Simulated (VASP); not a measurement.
TiS2 (pbesol), 3 atoms in the cell. It takes space group P-3m1 (No. 164, trigonal). The conventional cell has a = 3.412 Å, b = 3.412 Å, c = 5.695 Å, α = 90.00°, β = 90.00°, γ = 120.00°. Ti (site symmetry -3m) has 6 S at 2.43 Å as nearest neighbours. S (site symmetry 3m) has 3 Ti at 2.43 Å as nearest neighbours. 

| Quantity | Value |
| --- | --- |
| Program | VASP 6.6.1 |
| Task | relaxation of cell and atoms |
| Functional | PBEsol |
| Potentials or basis | VASP PAW PBE potentials, release 64 (Ti_sv, S) |
| Cutoff | 600 eV |
| k mesh | 15 × 15 × 8 |
| Occupations | gaussian, width 0.1 eV |
| Spin | no spin polarisation |
| Dipole correction | no |
| Further INCAR settings | ALGO = Fast; EDIFF = 1e-06; IBRION = 2; EDIFFG = -0.002; NSW = 100; ISIF = 3 |

Potentials or basis: VASP PAW PBE potentials, release 64 (Ti_sv, S).

Run with:

```bash
$ cat potpaw_PBE.64/Ti_sv/POTCAR potpaw_PBE.64/S/POTCAR > POTCAR
$ mpirun -np 1 vasp_std > vasp.out
```

Hardware: 1 thread of Intel(R) Xeon(R) 6975P-C (Granite Rapids), on a shared host.

Task: How long does it take, and how much memory?

Result: Run time: 65 min on 1 thread of Intel(R) Xeon(R) 6975P-C (Granite Rapids), on a shared host, peak memory 0.41 GiB. Counts: scf iterations 530, k points 192, ion steps 76.
